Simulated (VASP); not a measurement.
# LiCl (Fm-3m) in VASP: further runs

The runs below take LiCl through band structure, single point, G0W0 quasiparticle levels, with r2SCAN, PBE-EpsX, LDA, HSE06.

All numbers are computed with VASP 6.6.1; they aren't measurements. Logs are shortened: lines on timing, memory, paths and dates and some standing lists are left out, and cuts for length are marked.

## (1) The structure

Symmetry: Fm-3m, No. 225, cubic system. The conventional cell has a = 5.130 Å, b = 5.130 Å, c = 5.130 Å, α = 90.00°, β = 90.00°, γ = 90.00°. Cl (site symmetry m-3m) has 6 Li at 2.56 Å as nearest neighbours. Around Li (site symmetry m-3m) lie 6 Cl at 2.56 Å.

## (2) Band structure, r2SCAN

INCAR reads:

```
SYSTEM = LiCl
  PREC = Accurate
  ENCUT = 520
  EDIFF = 1E-6
  ISMEAR = 0
  SIGMA = 0.02
  LREAL = .False.
  LASPH = .True.
  NELM = 100
  ALGO = Normal
  ISIF = 2
  LWAVE = .False.
  LCHARG = .False.
  METAGGA = R2SCAN
  LMIXTAU = .True.
  NBANDS = 12
```

KPOINTS reads:

```
Automatic mesh
0
Gamma
  10 10 10
  0 0 0
```

POSCAR reads:

```
LiCl
1.0
    0.0000000000      2.5647700000      2.5647700000
    2.5647700000      0.0000000000      2.5647700000
    2.5647700000      2.5647700000      0.0000000000
Cl Li
1 1
Direct
    0.5000000000      0.5000000000      0.5000000000
    0.0000000000      0.0000000000      0.0000000000
```

KPOINTS_OPT reads:

```
path GXWKGLUWLK,UX
20
line-mode
reciprocal
 0.0000000000  0.0000000000  0.0000000000  G
 0.5000000000  0.0000000000  0.5000000000  X

 0.5000000000  0.0000000000  0.5000000000  X
 0.5000000000  0.2500000000  0.7500000000  W

 0.5000000000  0.2500000000  0.7500000000  W
 0.3750000000  0.3750000000  0.7500000000  K

 0.3750000000  0.3750000000  0.7500000000  K
 0.0000000000  0.0000000000  0.0000000000  G

 0.0000000000  0.0000000000  0.0000000000  G
 0.5000000000  0.5000000000  0.5000000000  L

 0.5000000000  0.5000000000  0.5000000000  L
 0.6250000000  0.2500000000  0.6250000000  U

 0.6250000000  0.2500000000  0.6250000000  U
 0.5000000000  0.2500000000  0.7500000000  W

 0.5000000000  0.2500000000  0.7500000000  W
 0.5000000000  0.5000000000  0.5000000000  L

 0.5000000000  0.5000000000  0.5000000000  L
 0.3750000000  0.3750000000  0.7500000000  K

 0.6250000000  0.2500000000  0.6250000000  U
 0.5000000000  0.0000000000  0.5000000000  X
```

Potentials or basis: VASP PAW PBE potentials, release 64 (Cl, Li_sv).

Run with:

```bash
$ cat potpaw_PBE.64/Cl/POTCAR potpaw_PBE.64/Li_sv/POTCAR > POTCAR
$ mpirun -np 1 vasp_std > vasp.out
```

OUTCAR:

```text
SYSTEM = LiCl
   PREC = Accurate
   ENCUT = 520
   EDIFF = 1E-6
   ISMEAR = 0
   LREAL = .False.
   LASPH = .True.
   NELM = 100
   ISIF = 2
   METAGGA = R2SCAN

 ion  position               nearest neighbor table
   1  0.500  0.500  0.500-   2 2.56   2 2.56   2 2.56   2 2.56   2 2.56   2 2.56
   2  0.000  0.000  0.000-   1 2.56   1 2.56   1 2.56   1 2.56   1 2.56   1 2.56

  LATTYP: Found a face centered cubic cell.
 ALAT       =     5.1295400000

  Lattice vectors:

 A1 = (   0.0000000000,   2.5647700000,   2.5647700000)
 A2 = (   2.5647700000,   0.0000000000,   2.5647700000)
 A3 = (   2.5647700000,   2.5647700000,   0.0000000000)

Analysis of symmetry for initial positions (statically):
=====================================================================
 Subroutine PRICEL returns:
 Original cell was already a primitive cell.

 Routine SETGRP: Setting up the symmetry group for a
 face centered cubic supercell.

 Subroutine GETGRP returns: Found 48 space group operations
 (whereof 48 operations were pure point group operations)
 out of a pool of 48 trial point group operations.

The static configuration has the point symmetry O_h .

Analysis of symmetry for dynamics (positions and initial velocities):
=====================================================================
 Subroutine PRICEL returns:
 Original cell was already a primitive cell.

 Routine SETGRP: Setting up the symmetry group for a
 face centered cubic supercell.

 Subroutine GETGRP returns: Found 48 space group operations
 (whereof 48 operations were pure point group operations)
 out of a pool of 48 trial point group operations.

The dynamic configuration has the point symmetry O_h .

 Subroutine INISYM returns: Found 48 space group operations
 (whereof 48 operations are pure point group operations),
 and found     1 'primitive' translations

----------------------------------------------------------------------------------------

                                     Primitive cell

  volume of cell :      33.7423

  direct lattice vectors                    reciprocal lattice vectors
     0.000000000  2.564770000  2.564770000    -0.194949255  0.194949255  0.194949255
     2.564770000  0.000000000  2.564770000     0.194949255 -0.194949255  0.194949255
     2.564770000  2.564770000  0.000000000     0.194949255  0.194949255 -0.194949255

  length of vectors
     3.627132518  3.627132518  3.627132518     0.337662014  0.337662014  0.337662014

  position of ions in fractional coordinates (direct lattice)
     0.500000000  0.500000000  0.500000000
     0.000000000  0.000000000  0.000000000

  ion indices of the primitive-cell ions
   primitive index   ion index
                 1           1
                 2           2

----------------------------------------------------------------------------------------

 KPOINTS: Automatic mesh

Automatic generation of k-mesh.
 Grid dimensions read from file:
 generate k-points for:   10   10   10

 Generating k-lattice:

  Cartesian coordinates                     Fractional coordinates (reciprocal lattice)
    -0.019494925  0.019494925  0.019494925     0.100000000  0.000000000  0.000000000
     0.019494925 -0.019494925  0.019494925     0.000000000  0.100000000  0.000000000
     0.019494925  0.019494925 -0.019494925     0.000000000  0.000000000  0.100000000

  Length of vectors
     0.033766201  0.033766201  0.033766201

  Shift w.r.t. Gamma in fractional coordinates (k-lattice)
     0.000000000  0.000000000  0.000000000

 Subroutine IBZKPT returns following result:
 ===========================================

 Found     47 irreducible k-points:

 Following reciprocal coordinates:
            Coordinates               Weight
  0.000000  0.000000  0.000000      1.000000
  0.100000  0.000000  0.000000      8.000000
  0.200000  0.000000  0.000000      8.000000
  0.300000  0.000000  0.000000      8.000000
  0.400000  0.000000  0.000000      8.000000
  0.500000  0.000000  0.000000      4.000000
[... 16 lines left out ...]
  0.300000  0.300000  0.000000      6.000000
  0.400000  0.300000  0.000000     24.000000
 [... further k-points ...]
   k-points           NKPTS =     47   k-points in BZ     NKDIM =     47   number of bands    NBANDS=     12
   number of dos      NEDOS =    301   number of ions     NIONS =      2
   total plane-waves  NPLWV =  21952
   dimension x,y,z NGX =    28 NGY =   28 NGZ =   28
   dimension x,y,z NGXF=    56 NGYF=   56 NGZF=   56
   ions per type =               1   1
   NGX,Y,Z   is equivalent  to a cutoff of  12.83, 12.83, 12.83 a.u.
   NGXF,Y,Z  is equivalent  to a cutoff of  25.67, 25.67, 25.67 a.u.
 SYSTEM =  LiCl
   PREC   = accura    normal or accurate (medium, high low for compatibility)
   ISTART =      0    job   : 0-new  1-cont  2-samecut
   ICHARG =      2    charge: 1-file 2-atom 10-const
   ISPIN  =      1    spin polarized calculation?
   LNONCOLLINEAR =      F non collinear calculations
   LSORBIT =      F    spin-orbit coupling
   LASPH  =      T    aspherical Exc in radial PAW
   ENCUT  =  520.0 eV  38.22 Ry    6.18 a.u.   6.74  6.74  6.74*2*pi/ulx,y,z
   NELM   =    100;   NELMIN=  2; NELMDL= -5     # of ELM steps
   EDIFF  = 0.1E-05   stopping-criterion for ELM
   LREAL  =      F    real-space projection
   EDIFFG = 0.1E-04   stopping-criterion for IOM
   NSW    =      0    number of steps for IOM
   IBRION =     -1    ionic relax: 0-MD 1-quasi-New 2-CG
   NFREE  =      0    steps in history (QN), initial steepest desc. (CG)
   ISIF   =      2    stress and relaxation
   ISYM   =      2    0-nonsym 1-usesym 2-fastsym
   POTIM  = 0.5000    time-step for ionic-motion
   TEBEG  =    0.0;   TEEND  =   0.0 temperature during run
   PSTRESS=    0.0 pullay stress
   NELECT =      10.0000    total number of electrons
   NUPDOWN=      -1.0000    fix difference up-down
   EMIN   =  10.00;   EMAX   =-10.00  energy-range for DOS
   EFERMI =   0.00;   METHOD = LEGACY
   ISMEAR =     0;   SIGMA  =   0.02  broadening in eV -4-tet -1-fermi 0-gaus
   EFERMI_NEDOS =   21; number of points for ismear=-14 and -15
   IALGO  =     38    algorithm
   IMIX   =      4    mixing-type and parameters
     AMIX     =   0.40;   BMIX     =  1.00
     AMIX_MAG =   1.60;   BMIX_MAG =  1.00
  volume/ion in A,a.u.               =      16.87       113.85
  Fermi-wavevector in a.u.,A,eV,Ry     =   1.091482  2.062601 16.209056  1.191332
  Thomas-Fermi vector in A             =   2.227728
   LORBIT       =      0    0 simple, 1 ext, 2 COOP (PROOUT), +10 PAW based schemes
   METAGGA = R2SCAN    functional components
   LHFCALC =     F    Hartree Fock is set to
   AEXX    =    0.0000 exact exchange contribution
   IVDW    =     0    specifies the selected vdW correction
   LEPSILON=     F    determine dielectric tensor
   LRPA    =     F    only Hartree local field effects (RPA)
 non-spin polarized calculation
 Gauss-broadening in eV      SIGMA  =   0.02
  energy-cutoff  :      520.00
  volume of cell :       33.74
 maximum number of plane-waves:       934
   NGX = 13   NGY = 13   NGZ = 13

 number of electron      10.0000005 magnetization

 Free energy of the ion-electron system (eV)
  ---------------------------------------------------
  ext. energy  EPLUGINS =         0.00000000
  ---------------------------------------------------
  free energy    TOTEN  =       -12.58684244 eV

  energy without entropy =      -12.58684244  energy(sigma->0) =      -12.58684244

 E-fermi :   0.4155     XC(G=0):  -9.1631

 val. band max:        0.1887761568   @ k =   0.0000   0.0000   0.0000
 cond. band min:       7.4841945925   @ k =   0.0000   0.0000   0.0000
 fundamental gap:      7.2954184356
 Fermi energy:         0.4154705844

 k-point     1 :       0.0000    0.0000    0.0000
  band No.  band energies     occupation
      1     -44.6264      2.00000
      2     -13.7950      2.00000
      3       0.1888      2.00000
      4       0.1888      2.00000
      5       0.1888      2.00000
      6       7.4842      0.00000
      7      12.8514      0.00000
      8      12.8514      0.00000
      9      12.8514      0.00000
     10      15.5695      0.00000
     11      15.5695      0.00000
     12      16.0477      0.00000

 k-point     2 :       0.1000    0.0000    0.0000
  band No.  band energies     occupation
      1     -44.6263      2.00000
      2     -13.7448      2.00000
      3      -0.1573      2.00000
      4       0.1600      2.00000
      5       0.1600      2.00000
      6       7.7954      0.00000
      7      12.2983      0.00000
      8      12.8938      0.00000
      9      12.8939      0.00000
     10      14.3197      0.00000
     11      14.3199      0.00000
     12      16.3652      0.00000

 k-point     3 :       0.2000    0.0000    0.0000
  band No.  band energies     occupation
      1     -44.6256      2.00000
      2     -13.6085      2.00000
      3      -0.9534      2.00000
      4       0.0878      2.00000
      5       0.0878      2.00000
      6       8.2592      0.00000
      7      11.8628      0.00000
      8      12.2140      0.00000
      9      12.2144      0.00000
     10      14.4398      0.00000
     11      14.4398      0.00000
     12      16.7967      0.00000

 k-point     4 :       0.3000    0.0000    0.0000
  band No.  band energies     occupation
      1     -44.6248      2.00000
      2     -13.4292      2.00000
      3      -1.8032      2.00000
      4       0.0036      2.00000
      5       0.0036      2.00000
      6       8.1758      0.00000
      7      11.2994      0.00000
      8      11.2997      0.00000
      9      12.5408      0.00000
     10      15.6287      0.00000
     11      15.6287      0.00000
     12      17.2778      0.00000

 k-point     5 :       0.4000    0.0000    0.0000
  band No.  band energies     occupation
      1     -44.6242      2.00000
      2     -13.2743      2.00000
      3      -2.4256      2.00000
      4      -0.0610      2.00000
      5      -0.0610      2.00000
      6       7.8606      0.00000
      7      10.7042      0.00000
      8      10.7046      0.00000
      9      13.7544      0.00000
     10      17.1835      0.00000
     11      17.1835      0.00000
     12      17.8275      0.00000
[... 228 lines left out ...]
      1     -44.6239      2.00000
      2     -13.2092      2.00000
      3      -2.0666      2.00000
      4      -1.0856      2.00000
      5      -0.1056      2.00000
      6       9.0377      0.00000
      7      11.0088      0.00000
      8      11.1835      0.00000
      9      12.3646      0.00000
     10      15.5975      0.00000
     11      18.4543      0.00000
     12      18.7897      0.00000

 k-point    22 :      -0.2000    0.2000    0.0000
  band No.  band energies     occupation
      1     -44.6245      2.00000
      2     -13.3619      2.00000
      3      -1.6323      2.00000
      4      -0.7997      2.00000
      5       0.0548      2.00000
      6       9.0949      0.00000
      7      11.0491      0.00000
      8      11.3396      0.00000
      9      11.9931      0.00000
     10      14.4926      0.00000
     11      17.8939      0.00000
     12      17.9060      0.00000

 k-point    23 :       0.3000    0.3000    0.0000
  band No.  band energies     occupation
      1     -44.6243      2.00000
      2     -13.2859      2.00000
      3      -1.7605      2.00000
      4      -0.5807      2.00000
      5      -0.5807      2.00000
      6       9.6747      0.00000
      7       9.9549      0.00000
      8      11.2107      0.00000
      9      14.1154      0.00000
     10      14.1156      0.00000
     11      16.9485      0.00000
     12      19.8470      0.00000

 k-point    24 :       0.4000    0.3000    0.0000
  band No.  band energies     occupation
      1     -44.6238      2.00000
      2     -13.1532      2.00000
      3      -2.1619      2.00000
      4      -0.8140      2.00000
      5      -0.6865      2.00000
      6       9.4101      0.00000
      7       9.8757      0.00000
      8      11.7511      0.00000
      9      13.9012      0.00000
     10      14.9308      0.00000
     11      17.9866      0.00000
     12      20.1530      0.00000

 [... further k-points ...]

------------------------ aborting loop because EDIFF is reached ----------------------------------------

  FORCE on cell =-STRESS in cart. coord.  units (eV):
  Direction    XX          YY          ZZ          XY          YZ          ZX
  --------------------------------------------------------------------------------------
  -------------------------------------------------------------------------------------
  Total       -0.1790263     -0.1790263     -0.1790263     -0.0000000     -0.0000000      0.0000000
  in kB       -8.5006493     -8.5006493     -8.5006493     -0.0000000     -0.0000000      0.0000000
  external PRESSURE =      -8.5006493 kB  Pullay stress =       0.0000000 kB

 VOLUME and BASIS-vectors are now :
 -----------------------------------------------------------------------------
  energy-cutoff  :      520.00
  volume of cell :       33.74
      direct lattice vectors                 reciprocal lattice vectors
     0.000000000  2.564770000  2.564770000    -0.194949255  0.194949255  0.194949255
     2.564770000  0.000000000  2.564770000     0.194949255 -0.194949255  0.194949255
     2.564770000  2.564770000  0.000000000     0.194949255  0.194949255 -0.194949255

 POSITION                                       TOTAL-FORCE (eV/Angst)
 -----------------------------------------------------------------------------------
      2.56477      2.56477      2.56477         0.000000      0.000000     -0.000000
      0.00000      0.00000      0.00000        -0.000000     -0.000000      0.000000
 -----------------------------------------------------------------------------------
    total drift:                                0.000000      0.000000      0.000000

  FREE ENERGIE OF THE ION-ELECTRON SYSTEM (eV)
  ---------------------------------------------------
  free  energy   TOTEN  =       -12.5868424379 eV

  energy  without entropy=      -12.5868424379  energy(sigma->0) =      -12.58684244
```

It took 2.5 min on 1 thread of Intel Xeon Platinum 8559C (Emerald Rapids), shared host; peak memory 0.17 GiB.

Results:

| Quantity | Value |
| --- | --- |
| Free energy | -12.5868 eV |
| Band gap on the k mesh | 7.30 eV, direct |
| Band gap along the path | 7.29 eV, direct |

Levels at the corners of the path, in eV from the valence-band top:
```
point  band 1  band 2  band 3  band 4  band 5  band 6  band 7  band 8  band 9  band 10
    Γ  -44.82  -13.99    0.00    0.00    0.00    7.29   12.66   12.66   12.66    15.38
    X  -44.81  -13.15   -2.94   -1.12   -1.12    8.77    8.93   13.57   15.42    15.42
    X  -44.81  -13.15   -2.94   -1.12   -1.12    8.77    8.93   13.57   15.42    15.42
    W  -44.81  -13.16   -2.15   -2.15   -1.07   10.48   11.08   11.25   11.25    17.19
    W  -44.81  -13.16   -2.15   -2.15   -1.07   10.48   11.08   11.25   11.25    17.19
    K  -44.81  -13.18   -2.51   -1.80   -0.85    8.89   10.78   12.42   12.73    15.16
    K  -44.81  -13.18   -2.51   -1.80   -0.85    8.89   10.78   12.42   12.73    15.16
    Γ  -44.82  -13.99    0.00    0.00    0.00    7.29   12.66   12.66   12.66    15.38
    Γ  -44.82  -13.99    0.00    0.00    0.00    7.29   12.66   12.66   12.66    15.38
    L  -44.81  -13.40   -2.84   -0.27   -0.27    7.53   10.31   10.31   14.21    18.02
    L  -44.81  -13.40   -2.84   -0.27   -0.27    7.53   10.31   10.31   14.21    18.02
    U  -44.81  -13.18   -2.51   -1.80   -0.85    8.89   10.78   12.42   12.73    15.16
    U  -44.81  -13.18   -2.51   -1.80   -0.85    8.89   10.78   12.42   12.73    15.16
    W  -44.81  -13.16   -2.15   -2.15   -1.07   10.48   11.08   11.25   11.25    17.19
    W  -44.81  -13.16   -2.15   -2.15   -1.07   10.48   11.08   11.25   11.25    17.19
    L  -44.81  -13.40   -2.84   -0.27   -0.27    7.53   10.31   10.31   14.21    18.02
    L  -44.81  -13.40   -2.84   -0.27   -0.27    7.53   10.31   10.31   14.21    18.02
    K  -44.81  -13.18   -2.51   -1.80   -0.85    8.89   10.78   12.42   12.73    15.16
    U  -44.81  -13.18   -2.51   -1.80   -0.85    8.89   10.78   12.42   12.73    15.16
    X  -44.81  -13.15   -2.94   -1.12   -1.12    8.77    8.93   13.57   15.42    15.42
```

Caveat: the cutoff is under 1.25 times the usual one of these potentials, so pressure, stress and relaxed cells hold a basis-set (Pulay) error; the PAW data sets were made with another functional, which shifts forces and pressure a little. r2SCAN opens gaps a little over a GGA but as a rule still falls short of measured ones.

(Part 1 of 3 ends here.)
